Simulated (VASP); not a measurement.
A run of VASP 6.6.1 is set up as follows.

File INCAR:

```
  ALGO = Normal
  EDIFF = 1E-6
  ENCUT = 520
  GGA = PE
  ISIF = 2
  ISMEAR = 0
  LASPH = True
  LCHARG = False
  LREAL = False
  LWAVE = False
  NBANDS = 16
  NELM = 100
  PREC = Accurate
  SIGMA = 0.3
```

Contents of KPOINTS:

```
k-points
0
Gamma
  12 12 12
```

File POSCAR:

```
HgSe
1.0
    0.0000000000      3.1303503678      3.1303503678
    3.1303503678      0.0000000000      3.1303503678
    3.1303503678      3.1303503678      0.0000000000
Hg Se
1 1
Direct
    0.0000000000      0.0000000000      0.0000000000
    0.2500000000      0.2500000000      0.2500000000
```

Potentials or basis: VASP PAW PBE potentials, release 64 (Hg, Se).

Launch:

```console
$ cat potpaw_PBE.64/Hg/POTCAR potpaw_PBE.64/Se/POTCAR > POTCAR
$ mpirun -np 1 vasp_std > vasp.out
```

What does it give for the band gap on the k mesh?

None (metal or under the smearing width).

Predict the pressure.

0.2 GPa.

The run has no spin-orbit coupling, so splittings on Hg are missing.
